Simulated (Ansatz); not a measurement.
# Residual resistivity of an alloy: Au(111) with 4 layers of random Au-Os, 2x2, part 2 of 2

Aim: the residual resistivity of a random alloy, from Au(111) with 4 layers of random Au-Os, 2x2 and longer regions.

Ansatz 0.2.0; Ansatz plane-wave DFT, PBE, PAW files; ballistic transport by layer matching (Landauer), zero bias; PAW set soft_1.

So far. Step 3 (With 8 alloy layers): Over the solved energies the transmission per spin lies between 1.09 and 1.11, out of 3.21 channels of the lead on average (up to 3.21).

## 4. With 12 alloy layers

In 12 layers a share of 0.75 of the sites is given to Os at random. A fresh draw is used; the growth of the resistance with length is what counts.

System of this step: Au(111) with 12 layers of random Au-Os, 2x2. The cell holds 72 atoms: 36 Au and 36 Os. Its edges and angles: a = 5.768 Å, b = 5.768 Å, c = 42.382 Å, α = 90.0°, β = 90.0°, γ = 120.0°. It derives from Au. Regions: lead, 24 atoms (24 Au); scattering region, 48 atoms (36 Os and 12 Au). The structure is stacked along c, and the current runs across the ab planes.

File input.yaml:

```yaml
crystal:
  lattice:
    - [5.7675164607, 0.0, 0.0]
    - [-2.8837582304, 4.9948157718, 0.0]
    - [0.0, 0.0, 42.3824172358]
  atoms:
    - { symbol: Au, position: [0.0, 0.0, 0.0277777778] }
    - { symbol: Au, position: [0.0, 0.5, 0.0277777778] }
    - { symbol: Au, position: [0.5, 0.0, 0.0277777778] }
    - { symbol: Au, position: [0.5, 0.5, 0.0277777778] }
    - { symbol: Au, position: [0.1666666667, 0.3333333333, 0.0833333333] }
    - { symbol: Au, position: [0.1666666667, 0.8333333333, 0.0833333333] }
    - { symbol: Au, position: [0.6666666667, 0.3333333333, 0.0833333333] }
    - { symbol: Au, position: [0.6666666667, 0.8333333333, 0.0833333333] }
    - { symbol: Au, position: [0.3333333333, 0.1666666667, 0.1388888889] }
    - { symbol: Au, position: [0.3333333333, 0.6666666667, 0.1388888889] }
    - { symbol: Au, position: [0.8333333333, 0.1666666667, 0.1388888889] }
    - { symbol: Au, position: [0.8333333333, 0.6666666667, 0.1388888889] }
    - { symbol: Os, position: [0.0, 0.0, 0.1944444444] }
    - { symbol: Os, position: [0.0, 0.5, 0.1944444444] }
    - { symbol: Os, position: [0.5, 0.0, 0.1944444444] }
    - { symbol: Os, position: [0.5, 0.5, 0.1944444444] }
    - { symbol: Os, position: [0.1666666667, 0.3333333333, 0.25] }
    - { symbol: Os, position: [0.1666666667, 0.8333333333, 0.25] }
    - { symbol: Au, position: [0.6666666667, 0.3333333333, 0.25] }
    - { symbol: Os, position: [0.6666666667, 0.8333333333, 0.25] }
    - { symbol: Os, position: [0.3333333333, 0.1666666667, 0.3055555556] }
    - { symbol: Os, position: [0.3333333333, 0.6666666667, 0.3055555556] }
    - { symbol: Os, position: [0.8333333333, 0.1666666667, 0.3055555556] }
    - { symbol: Os, position: [0.8333333333, 0.6666666667, 0.3055555556] }
    - { symbol: Os, position: [0.0, 0.0, 0.3611111111] }
    - { symbol: Au, position: [0.0, 0.5, 0.3611111111] }
    - { symbol: Os, position: [0.5, 0.0, 0.3611111111] }
    - { symbol: Os, position: [0.5, 0.5, 0.3611111111] }
    - { symbol: Os, position: [0.1666666667, 0.3333333333, 0.4166666667] }
    - { symbol: Os, position: [0.1666666667, 0.8333333333, 0.4166666667] }
    - { symbol: Os, position: [0.6666666667, 0.3333333333, 0.4166666667] }
    - { symbol: Os, position: [0.6666666667, 0.8333333333, 0.4166666667] }
    - { symbol: Os, position: [0.3333333333, 0.1666666667, 0.4722222222] }
    - { symbol: Os, position: [0.3333333333, 0.6666666667, 0.4722222222] }
    - { symbol: Os, position: [0.8333333333, 0.1666666667, 0.4722222222] }
    - { symbol: Au, position: [0.8333333333, 0.6666666667, 0.4722222222] }
    - { symbol: Au, position: [0.0, 0.0, 0.5277777778] }
    - { symbol: Os, position: [0.0, 0.5, 0.5277777778] }
    - { symbol: Au, position: [0.5, 0.0, 0.5277777778] }
    - { symbol: Au, position: [0.5, 0.5, 0.5277777778] }
    - { symbol: Os, position: [0.1666666667, 0.3333333333, 0.5833333333] }
    - { symbol: Os, position: [0.1666666667, 0.8333333333, 0.5833333333] }
    - { symbol: Os, position: [0.6666666667, 0.3333333333, 0.5833333333] }
    - { symbol: Os, position: [0.6666666667, 0.8333333333, 0.5833333333] }
    - { symbol: Os, position: [0.3333333333, 0.1666666667, 0.6388888889] }
    - { symbol: Os, position: [0.3333333333, 0.6666666667, 0.6388888889] }
    - { symbol: Os, position: [0.8333333333, 0.1666666667, 0.6388888889] }
    - { symbol: Os, position: [0.8333333333, 0.6666666667, 0.6388888889] }
    - { symbol: Au, position: [0.0, 0.0, 0.6944444444] }
    - { symbol: Au, position: [0.0, 0.5, 0.6944444444] }
    - { symbol: Os, position: [0.5, 0.0, 0.6944444444] }
    - { symbol: Au, position: [0.5, 0.5, 0.6944444444] }
    - { symbol: Os, position: [0.1666666667, 0.3333333333, 0.75] }
    - { symbol: Au, position: [0.1666666667, 0.8333333333, 0.75] }
    - { symbol: Os, position: [0.6666666667, 0.3333333333, 0.75] }
    - { symbol: Os, position: [0.6666666667, 0.8333333333, 0.75] }
    - { symbol: Au, position: [0.3333333333, 0.1666666667, 0.8055555556] }
    - { symbol: Os, position: [0.3333333333, 0.6666666667, 0.8055555556] }
    - { symbol: Au, position: [0.8333333333, 0.1666666667, 0.8055555556] }
    - { symbol: Os, position: [0.8333333333, 0.6666666667, 0.8055555556] }
    - { symbol: Au, position: [0.0, 0.0, 0.8611111111] }
    - { symbol: Au, position: [0.0, 0.5, 0.8611111111] }
    - { symbol: Au, position: [0.5, 0.0, 0.8611111111] }
    - { symbol: Au, position: [0.5, 0.5, 0.8611111111] }
    - { symbol: Au, position: [0.1666666667, 0.3333333333, 0.9166666667] }
    - { symbol: Au, position: [0.1666666667, 0.8333333333, 0.9166666667] }
    - { symbol: Au, position: [0.6666666667, 0.3333333333, 0.9166666667] }
    - { symbol: Au, position: [0.6666666667, 0.8333333333, 0.9166666667] }
    - { symbol: Au, position: [0.3333333333, 0.1666666667, 0.9722222222] }
    - { symbol: Au, position: [0.3333333333, 0.6666666667, 0.9722222222] }
    - { symbol: Au, position: [0.8333333333, 0.1666666667, 0.9722222222] }
    - { symbol: Au, position: [0.8333333333, 0.6666666667, 0.9722222222] }
kpoints:
  mp_grid: { grid: [5, 5, 1] }
hamiltonian:
  xc: pbe
  pseudopotentials: { kind: paw, azcp: { folder: soft_1 } }
scf:
  occupations: { method: fermi_dirac, width: 0.1 }
output:
  transmission:
    leads: [[0, 4]]
    kmesh: [10, 10]
    e_range: [-0.05, 0.05]
    de: 0.05
  write_potential: true
  write_density: true
  volumetric_format: npy
```

Command:

```sh
$ ansatz run input.yaml --threads 4 --pin off --max-ram 15360MiB --backend cpu --events-out ev --progress --plain --runs-dir out
```

Numbers of over 12 decimals in the logs are rounded to 6 here.

What it wrote:

```text
[...]
Crystal: 72 atoms, lattice volume = 1220.939 Å³
Basis set: ecut = 420 eV, 23937 PW (Γ)
Bands: 756, of which v1, the nominal top of the filled ones, is band 630 counted from 1 (629 counted from 0)
Symmetry: 1 space group operations
[...]
k-points: 13 of 25 (time reversal used)
[...]
SCF iter   1: F=—  HF=-883493.475693 eV  |F-HF|=—  |Δ(HF+E_count)|=         —  Δρ=2.77e-1  dr2=2.67e4  ethr=3.10e-3  ⟨swp⟩=4.1  Hψ=28354  notcnv=0  defer=313
[...]
SCF iter  15: F=-883301.087339 eV  HF=-883301.087339 eV  |F-HF|=6.83e-8  |Δ(HF+E_count)|=   2.91e-8  Δρ=7.20e-7  dr2=7.15e-8  ethr=7.94e-12  ⟨swp⟩=8.5  Hψ=31776  notcnv=0
SCF 1 converged in 15 iterations: F = -883301.087339 eV  dr2 = 7.15e-8
[...]
transmission: 362 of 3588 steps passed
transmission: 720 of 3588 steps passed
[...]
transmission: 3588 of 3588 steps passed
SCF converged after 15 iterations
Free energy (F): -883301.087339 eV
[...]
Internal energy: -883298.929621 eV  (E = F + TS)
E sigma→0 (E₀):  -883300.008480 eV
Entropy (-TS):   -2.157718 eV (-29.968 meV/atom)
Fermi energy:    20.627586 eV
[...]
--- Band table (eV; the first three rows and the last of 13) ---
  k-point 0: bands = [... 626 lower, 21.0740, 21.0957, 21.1035, 21.1388, 21.1653, 21.1728, 21.2011, 21.2174, ... 122 higher]
  k-point 1: bands = [... 626 lower, 20.7530, 20.7862, 20.8427, 20.8684, 20.9002, 20.9279, 20.9458, 21.0000, ... 122 higher]
  k-point 2: bands = [... 626 lower, 20.4103, 20.4267, 20.4444, 20.4744, 20.4943, 20.5283, 20.5461, 20.5654, ... 122 higher]
  k-point 12: bands = [... 626 lower, 20.4904, 20.5167, 20.5587, 20.5742, 20.6023, 20.6311, 20.6640, 20.7011, ... 122 higher]
--- Transmission ---
  basis      : 253 plane waves across, 69 finite elements along
  points     : 52, standing for a mesh of 10 x 10
[...]
channels       : 3.190000e0 a spin
[...]
junction   : crystal 0 to crystal 0, 0.70 to 40.73 Å
    transmission   : 9.610128e-1 a spin
[...]
```

Run time: 42 min. Hardware: 4 threads of Arm Neoverse V1, shared host; peak memory 9.2 GiB.

This step gave:

```
free energy                                    : -883301.0873 eV
energy at zero smearing                        : -883300.0085 eV
Fermi energy                                   : 20.63 eV
transmission per spin nearest the Fermi level  : 0.9610
open channels per spin nearest the Fermi level : 3.19
step of the lead's potential                   : 12.7 meV
```

Per spin. The transmission, zone mean by energy, zero at the Fermi level:

```
energy (eV)  transmission, zone mean
    -0.0500                    0.906
     0.0000                    0.961
     0.0500                    0.962
```

Over the solved energies the transmission per spin lies between 0.906 and 0.962, out of 3.20 channels of the lead on average (up to 3.21).

## 5. Resistance against length

This step: Ansatz plane-wave DFT, PBE, PAW files; ballistic transport by layer matching (Landauer), zero bias; residual resistivity from the slope of the area resistance, atoms on the host's lattice; PAW set soft_1 (Ansatz 0.2.0).

This step gave:

```yaml
resistivity: 67.33 µΩ cm
intercept: 0.9064 fΩ m²
scatter_about_the_fit: 0.03787 fΩ m²
```

Resistance, by row:

```
run  length (Å)      T  channels N  RA (fΩ m²)
 n4       9.418  1.386       3.183       1.514
 n8       18.84  1.098        3.21       2.228
n12       28.25  0.943       3.203       2.782
```

The area resistance by length of the alloy:

| length of the alloy (Å) | area resistance (fΩ m²) |
| --- | --- |
| 9.42 | 1.51 |
| 18.84 | 2.23 |
| 28.25 | 2.78 |

The area resistance goes from 1.5 to 2.8 fΩ m² between 9.4 and 28.3 Å, a slope of 67 µΩ cm.

By hand from the end points: (2.782 − 1.514) fΩ m² / (28.25 − 9.42) Å = 67 µΩ cm, since 1 fΩ m² per Å is 1000 µΩ cm.

## 6. Results

```json
{"resistivity from the slope": "67.3 µΩ cm", "area resistance over 9.42 Å": "1.51 fΩ m²", "area resistance over 18.8 Å": "2.23 fΩ m²", "area resistance over 28.3 Å": "2.78 fΩ m²"}
```

In words: The slope gives 67 µΩ cm. The points scatter by 0.038 fΩ m² about the line, with one random draw a length in a 2x2 cell, so the slope is a rough value. Read with a model of isotropic scattering on a spherical Fermi surface and the lead's 0.86×10¹⁵ S/m², this slope means a mean free path near 13 Å (a rough figure, since the alloy's own channel count differs); over these lengths the model's slope is within 3 % of its bulk resistivity. The atoms sit on the host's lattice, so scattering by size misfit is left out. With 75 % of Os, whose own structure is another, this is a hypothetical phase. Spin-orbit coupling is left out, which matters for Au and Os. A lead's potential steps by up to 26 meV from period to period, which the log calls too much, so longer leads could move the result.

[Logs are printed without paths, hosts, clocks, repeated set-up lines and the standing remarks that a program may print on its own settings, such as how far it seeks lower states.]

[Hosts, paths, dates, database ids (printed as entryN), source tags and the programs' standing remarks are cut or masked in the printed files.]
